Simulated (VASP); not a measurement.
# CdSe (Cadmoselite) (P6_3mc) in VASP: notebook, part 2 of 2

VASP 6.6.1.

## 3. Electric field gradients, r2SCAN

The input, POSCAR:

```
CdSe
1.0
    4.3000000000      0.0000000000      0.0000000000
   -2.1500000000      3.7239092363      0.0000000000
    0.0000000000      0.0000000000      7.0200000000
Cd Se
2 2
Direct
    0.3333333333      0.6666666667      0.0048634009
    0.6666666667      0.3333333333      0.5048634009
    0.3333333333      0.6666666667      0.3801365991
    0.6666666667      0.3333333333      0.8801365991
```

The input, INCAR.step1:

```
  ALGO = Normal
  EDIFF = 1E-4
  ENCUT = 520
  GGA = PE
  ISMEAR = -1
  LASPH = True
  LCHARG = False
  LREAL = False
  LWAVE = True
  NBANDS = 26
  NELM = 100
  PREC = Accurate
  SIGMA = 0.01
```

The input, INCAR.step2:

```
  ALGO = Normal
  EDIFF = 1E-8
  ENCUT = 520
  ISIF = 2
  ISMEAR = -1
  ISTART = 1
  LASPH = True
  LCHARG = False
  LEFG = True
  LMIXTAU = True
  LREAL = False
  LWAVE = False
  METAGGA = R2SCAN
  NBANDS = 26
  NELM = 100
  PREC = Accurate
  SIGMA = 0.01
```

The input, KPOINTS:

```
k-points
0
Gamma
  9 9 5
```

Potentials or basis: VASP PAW PBE potentials, release 64 (Cd, Se).

Launch:

```bash
> cat potpaw_PBE.64/Cd/POTCAR potpaw_PBE.64/Se/POTCAR > POTCAR
> cp INCAR.step1 INCAR
> mpirun -np 1 vasp_std > vasp.out
> cp INCAR.step2 INCAR
> mpirun -np 1 vasp_std > vasp.out
```

OUTCAR:

```text
EDIFF = 1E-8
   ENCUT = 520
   ISIF = 2
   ISMEAR = -1
   ISTART = 1
   LASPH = True
   LREAL = False
   METAGGA = R2SCAN
   NELM = 100
   PREC = Accurate

 ion  position               nearest neighbor table
   1  0.333  0.667  0.005-   4 2.63   4 2.63   4 2.63   3 2.63
   2  0.667  0.333  0.505-   3 2.63   3 2.63   3 2.63   4 2.63
   3  0.333  0.667  0.380-   2 2.63   2 2.63   2 2.63   1 2.63
   4  0.667  0.333  0.880-   1 2.63   1 2.63   1 2.63   2 2.63

  LATTYP: Found a hexagonal cell.
 ALAT       =     4.3000000000
 C/A-ratio  =     1.6325581395

  Lattice vectors:

 A1 = (   4.3000000000,   0.0000000000,   0.0000000000)
 A2 = (  -2.1500000000,   3.7239092363,   0.0000000000)
 A3 = (   0.0000000000,   0.0000000000,   7.0200000000)

Analysis of symmetry for initial positions (statically):
=====================================================================
 Subroutine PRICEL returns:
 Original cell was already a primitive cell.

 Routine SETGRP: Setting up the symmetry group for a
 hexagonal supercell.

 Subroutine GETGRP returns: Found 12 space group operations
 (whereof  6 operations were pure point group operations)
 out of a pool of 24 trial point group operations.

The static configuration has the point symmetry C_3v.
 The point group associated with its full space group is C_6v.

Analysis of symmetry for dynamics (positions and initial velocities):
=====================================================================
 Subroutine PRICEL returns:
 Original cell was already a primitive cell.

 Routine SETGRP: Setting up the symmetry group for a
 hexagonal supercell.

 Subroutine GETGRP returns: Found 12 space group operations
 (whereof  6 operations were pure point group operations)
 out of a pool of 24 trial point group operations.

The dynamic configuration has the point symmetry C_3v.
 The point group associated with its full space group is C_6v.

 Subroutine INISYM returns: Found 12 space group operations
 (whereof  6 operations are pure point group operations),
 and found     1 'primitive' translations

----------------------------------------------------------------------------------------

                                     Primitive cell

  volume of cell :     112.4099

  direct lattice vectors                    reciprocal lattice vectors
     4.300000000  0.000000000  0.000000000     0.232558140  0.134267504  0.000000000
    -2.150000000  3.723909236  0.000000000     0.000000000  0.268535009  0.000000000
     0.000000000  0.000000000  7.020000000     0.000000000  0.000000000  0.142450142

  length of vectors
     4.300000000  4.300000000  7.020000000     0.268535009  0.268535009  0.142450142

  position of ions in fractional coordinates (direct lattice)
     0.333333333  0.666666667  0.004863401
     0.666666667  0.333333333  0.504863401
     0.333333333  0.666666667  0.380136599
     0.666666667  0.333333333  0.880136599

  ion indices of the primitive-cell ions
   primitive index   ion index
                 1           1
[... 83 lines left out ...]
   POTIM  = 0.5000    time-step for ionic-motion
   TEBEG  =    0.0;   TEEND  =   0.0 temperature during run
   PSTRESS=    0.0 pullay stress
   NELECT =      36.0000    total number of electrons
   NUPDOWN=      -1.0000    fix difference up-down
   EMIN   =  10.00;   EMAX   =-10.00  energy-range for DOS
   EFERMI =   0.00;   METHOD = LEGACY
   ISMEAR =    -1;   SIGMA  =   0.01  broadening in eV -4-tet -1-fermi 0-gaus
   EFERMI_NEDOS =   21; number of points for ismear=-14 and -15
   IALGO  =     38    algorithm
   IMIX   =      4    mixing-type and parameters
     AMIX     =   0.40;   BMIX     =  1.00
     AMIX_MAG =   1.60;   BMIX_MAG =  1.00
  volume/ion in A,a.u.               =      28.10       189.64
  Fermi-wavevector in a.u.,A,eV,Ry     =   1.120059  2.116604 17.068937  1.254531
  Thomas-Fermi vector in A             =   2.256702
   LORBIT       =      0    0 simple, 1 ext, 2 COOP (PROOUT), +10 PAW based schemes
   METAGGA = R2SCAN    functional components
   LHFCALC =     F    Hartree Fock is set to
   AEXX    =    0.0000 exact exchange contribution
   IVDW    =     0    specifies the selected vdW correction
   LEPSILON=     F    determine dielectric tensor
   LRPA    =     F    only Hartree local field effects (RPA)
 non-spin polarized calculation
  energy-cutoff  :      520.00
  volume of cell :      112.41
 maximum number of plane-waves:      3047
 NGX is ok and might be reduce to    32
   NGX = 15   NGY = 15   NGZ = 27

 number of electron      35.9999992 magnetization

 Free energy of the ion-electron system (eV)
  ---------------------------------------------------
  ext. energy  EPLUGINS =         0.00000000
  ---------------------------------------------------
  free energy    TOTEN  =       -71.81420013 eV

  energy without entropy =      -71.81420013  energy(sigma->0) =      -71.81420013

 E-fermi :   0.8495     XC(G=0):  -9.4255

 val. band max:        0.6558555937   @ k =   0.0000   0.0000   0.0000
 cond. band min:       1.8111828530   @ k =   0.0000   0.0000   0.0000
 fundamental gap:      1.1553272594
 Fermi energy:         0.8494833723

 k-point     1 :       0.0000    0.0000    0.0000
  band No.  band energies     occupation
      1     -12.3782      2.00000
      2     -11.9923      2.00000
      3      -7.5089      2.00000
      4      -7.4992      2.00000
      5      -7.4991      2.00000
      6      -7.4245      2.00000
[... 685 lines left out ...]
     25       9.8240      0.00000
     26       9.8240      0.00000

 [... further k-points ...]
[... 5 lines left out ...]
  --------------------------------------------------------------------------------------
  -------------------------------------------------------------------------------------
  Total        1.2035801      1.2035801      1.2481944      0.0000000      0.0000000      0.0000000
  in kB       17.1546133     17.1546133     17.7905007      0.0000000      0.0000000      0.0000000
  external PRESSURE =      17.3665758 kB  Pullay stress =       0.0000000 kB

 VOLUME and BASIS-vectors are now :
 -----------------------------------------------------------------------------
  energy-cutoff  :      520.00
  volume of cell :      112.41
      direct lattice vectors                 reciprocal lattice vectors
     4.300000000  0.000000000  0.000000000     0.232558140  0.134267504  0.000000000
    -2.150000000  3.723909236  0.000000000     0.000000000  0.268535009  0.000000000
     0.000000000  0.000000000  7.020000000     0.000000000  0.000000000  0.142450142

 POSITION                                       TOTAL-FORCE (eV/Angst)
 -----------------------------------------------------------------------------------
     -0.00000      2.48261      0.03414        -0.000000      0.000000     -0.009792
      2.15000      1.24130      3.54414         0.000000     -0.000000     -0.009792
     -0.00000      2.48261      2.66856        -0.000000      0.000000      0.009792
      2.15000      1.24130      6.17856        -0.000000     -0.000000      0.009792
 -----------------------------------------------------------------------------------
    total drift:                               -0.000000      0.000000      0.003054

  FREE ENERGIE OF THE ION-ELECTRON SYSTEM (eV)
  ---------------------------------------------------
  free  energy   TOTEN  =       -71.8142001341 eV

  energy  without entropy=      -71.8142001341  energy(sigma->0) =      -71.81420013

 Electric field gradients (V/A^2)
---------------------------------------------------------------------
 ion       V_xx      V_yy      V_zz      V_xy      V_xz      V_yz
---------------------------------------------------------------------
   1      -0.581    -0.579     1.160     0.002     0.000    -0.000
   2      -0.581    -0.579     1.160     0.002    -0.000     0.000
   3      -1.423    -1.423     2.846    -0.000    -0.000     0.000
   4      -1.423    -1.423     2.846    -0.000     0.000    -0.000
---------------------------------------------------------------------

 Electric field gradients after diagonalization (V/A^2)
 (convention: |V_zz| > |V_xx| > |V_yy|)
----------------------------------------------------------------------
 ion       V_xx      V_yy      V_zz     asymmetry (V_yy - V_xx)/ V_zz
----------------------------------------------------------------------
   1      -0.582    -0.578     1.160       0.004
   2      -0.582    -0.578     1.160       0.004
   3      -1.424    -1.423     2.846       0.000
   4      -1.424    -1.423     2.846       0.000
----------------------------------------------------------------------

           NMR quadrupolar parameters

 Cq : quadrupolar parameter    Cq=e*Q*V_zz/h
 eta: asymmetry parameters     (V_yy - V_xx)/ V_zz
 Q  : nuclear electric quadrupole moment in mb (millibarn)
----------------------------------------------------------------------
 ion       Cq(MHz)       eta       Q (mb)
----------------------------------------------------------------------
   1       0.003       0.004       1.000
   2       0.003       0.004       1.000
   3       0.007       0.000       1.000
   4       0.007       0.000       1.000
----------------------------------------------------------------------
```

Run time: 5 min. Hardware: 1 thread of Intel Xeon 6975P-C, shared host; peak memory 0.29 GiB.

What came out:

* Free energy: -71.8142 eV
* Pressure: 1.7 GPa
* Largest force: 0.010 eV/Å
* Band gap on the k mesh: 1.16 eV, direct

Forces in eV/Å, atoms in the order of the input:
```
Cd   0.000  0.000 -0.010
Cd   0.000  0.000 -0.010
Se   0.000  0.000  0.010
Se   0.000  0.000  0.010
```

Levels at points of the mesh, in eV from the valence-band top:
```
           k point  band 14  band 15  band 16  band 17  band 18  band 19  band 20  band 21  band 22  band 23
(0.00, 0.00, 0.00)    -0.78    -0.78    -0.05     0.00     0.00     1.16     2.68     6.38     6.38     6.68
```

Electric field gradients, principal values (V/Å²):
```tsv
atom	least	middle	greatest (by size)
1 Cd	-0.578	-0.582	1.160
2 Cd	-0.578	-0.582	1.160
3 Se	-1.423	-1.424	2.846
4 Se	-1.423	-1.424	2.846
```

Caveat: without QUAD_EFG the Cq values of the log hold for a quadrupole moment of 1 mb, not for the nuclei; the PAW data sets were made with another functional, which shifts forces and pressure a little.

## 4. Electric field gradients, r2SCAN

The input, POSCAR:

```
CdSe
1.0
    4.3000000000      0.0000000000      0.0000000000
   -2.1500000000      3.7239092363      0.0000000000
    0.0000000000      0.0000000000      7.0200000000
Cd Se
2 2
Direct
    0.3333333333      0.6666666667      0.0000000000
    0.6666666667      0.3333333333      0.5000000000
    0.3333333333      0.6666666667      0.3850000000
    0.6666666667      0.3333333333      0.8850000000
```

The input, INCAR.step1:

```
SYSTEM = CdSe
  ALGO = Normal
  EDIFF = 1E-4
  ENCUT = 520
  GGA = PE
  ISMEAR = -1
  LASPH = .TRUE.
  LCHARG = .FALSE.
  LREAL = .FALSE.
  LWAVE = .TRUE.
  NBANDS = 26
  NELM = 60
  PREC = Accurate
  SIGMA = 0.01
```

The input, INCAR.step2:

```
SYSTEM = CdSe
  ALGO = Normal
  EDIFF = 1E-8
  ENCUT = 520
  ISIF = 2
  ISMEAR = -1
  ISTART = 1
  LASPH = .TRUE.
  LCHARG = .FALSE.
  LEFG = .TRUE.
  LMIXTAU = .TRUE.
  LREAL = .FALSE.
  LWAVE = .FALSE.
  METAGGA = R2SCAN
  NBANDS = 26
  NELM = 60
  PREC = Accurate
  SIGMA = 0.01
```

The input, KPOINTS:

```
k-points
0
G
  9 9 5
  0 0 0
```

Potentials or basis: VASP PAW PBE potentials, release 64 (Cd, Se).

Launch:

```bash
> cat potpaw_PBE.64/Cd/POTCAR potpaw_PBE.64/Se/POTCAR > POTCAR
> cp INCAR.step1 INCAR
> mpirun -np 1 vasp_std > vasp.out
> cp INCAR.step2 INCAR
> mpirun -np 1 vasp_std > vasp.out
```

OUTCAR:

```text
SYSTEM = CdSe
   EDIFF = 1E-8
   ENCUT = 520
   ISIF = 2
   ISMEAR = -1
   ISTART = 1
   LASPH = .TRUE.
   LREAL = .FALSE.
   METAGGA = R2SCAN
   NELM = 60
   PREC = Accurate

 ion  position               nearest neighbor table
   1  0.333  0.667  0.000-   4 2.61   4 2.61   4 2.61   3 2.70
   2  0.667  0.333  0.500-   3 2.61   3 2.61   3 2.61   4 2.70
   3  0.333  0.667  0.385-   2 2.61   2 2.61   2 2.61   1 2.70
   4  0.667  0.333  0.885-   1 2.61   1 2.61   1 2.61   2 2.70

  LATTYP: Found a hexagonal cell.
 ALAT       =     4.3000000000
 C/A-ratio  =     1.6325581395

  Lattice vectors:

 A1 = (   4.3000000000,   0.0000000000,   0.0000000000)
 A2 = (  -2.1500000000,   3.7239092363,   0.0000000000)
 A3 = (   0.0000000000,   0.0000000000,   7.0200000000)

Analysis of symmetry for initial positions (statically):
=====================================================================
 Subroutine PRICEL returns:
 Original cell was already a primitive cell.

 Routine SETGRP: Setting up the symmetry group for a
 hexagonal supercell.

[... 898 lines left out ...]
     -0.00000      2.48261      0.00000        -0.000000      0.000000      0.286066
      2.15000      1.24130      3.51000         0.000000     -0.000000      0.286066
     -0.00000      2.48261      2.70270        -0.000000      0.000000     -0.286066
      2.15000      1.24130      6.21270        -0.000000      0.000000     -0.286066
 -----------------------------------------------------------------------------------
    total drift:                               -0.000000     -0.000000      0.002966

  FREE ENERGIE OF THE ION-ELECTRON SYSTEM (eV)
  ---------------------------------------------------
  free  energy   TOTEN  =       -71.7943406180 eV

  energy  without entropy=      -71.7943406180  energy(sigma->0) =      -71.79434062

 Electric field gradients (V/A^2)
---------------------------------------------------------------------
 ion       V_xx      V_yy      V_zz      V_xy      V_xz      V_yz
---------------------------------------------------------------------
   1     -16.979   -16.977    33.956     0.002     0.000    -0.000
   2     -16.979   -16.977    33.956     0.002    -0.000     0.000
   3       7.121     7.120   -14.241    -0.000     0.000    -0.000
   4       7.121     7.120   -14.241    -0.000    -0.000     0.000
---------------------------------------------------------------------

 Electric field gradients after diagonalization (V/A^2)
 (convention: |V_zz| > |V_xx| > |V_yy|)
----------------------------------------------------------------------
 ion       V_xx      V_yy      V_zz     asymmetry (V_yy - V_xx)/ V_zz
----------------------------------------------------------------------
   1     -16.980   -16.976    33.956       0.000
   2     -16.980   -16.976    33.956       0.000
   3       7.121     7.120   -14.241       0.000
   4       7.121     7.120   -14.241       0.000
----------------------------------------------------------------------

           NMR quadrupolar parameters

 Cq : quadrupolar parameter    Cq=e*Q*V_zz/h
 eta: asymmetry parameters     (V_yy - V_xx)/ V_zz
 Q  : nuclear electric quadrupole moment in mb (millibarn)
----------------------------------------------------------------------
 ion       Cq(MHz)       eta       Q (mb)
----------------------------------------------------------------------
   1       0.082       0.000       1.000
   2       0.082       0.000       1.000
   3      -0.034       0.000       1.000
   4      -0.034       0.000       1.000
----------------------------------------------------------------------
```

Wall time 5.7 min (1 thread of Intel Xeon 6975P-C, shared host); peak memory 0.29 GiB.

Results:

* Free energy: -71.7943 eV
* Pressure: 1.8 GPa
* Largest force: 0.286 eV/Å
* Band gap on the k mesh: 1.19 eV, direct

Forces on the atoms (eV/Å):
```
Cd   0.000  0.000  0.286
Cd   0.000  0.000  0.286
Se   0.000  0.000 -0.286
Se   0.000  0.000 -0.286
```

Stress tensor (GPa, compression positive):
```
2.54 0.00 0.00
0.00 2.54 0.00
0.00 0.00 0.45
```

Electric field gradients, principal values (V/Å²):
| atom | least | middle | greatest (by size) |
| --- | --- | --- | --- |
| 1 Cd | -16.976 | -16.980 | 33.956 |
| 2 Cd | -16.976 | -16.980 | 33.956 |
| 3 Se | 7.120 | 7.121 | -14.241 |
| 4 Se | 7.120 | 7.121 | -14.241 |

Caveat: without QUAD_EFG the Cq values of the log hold for a quadrupole moment of 1 mb, not for the nuclei; the PAW data sets were made with another functional, which shifts forces and pressure a little.

## 5. Comparison with measurements

Step 4. Measured gap of CdSe: 1.841 eV (2 K; a printed reference work, data compilation). This calculation gives 1.19 eV (-0.65 eV). Spin-orbit coupling on Cd, Se is left out. The value is that of r2SCAN, without temperature or zero-point motion.
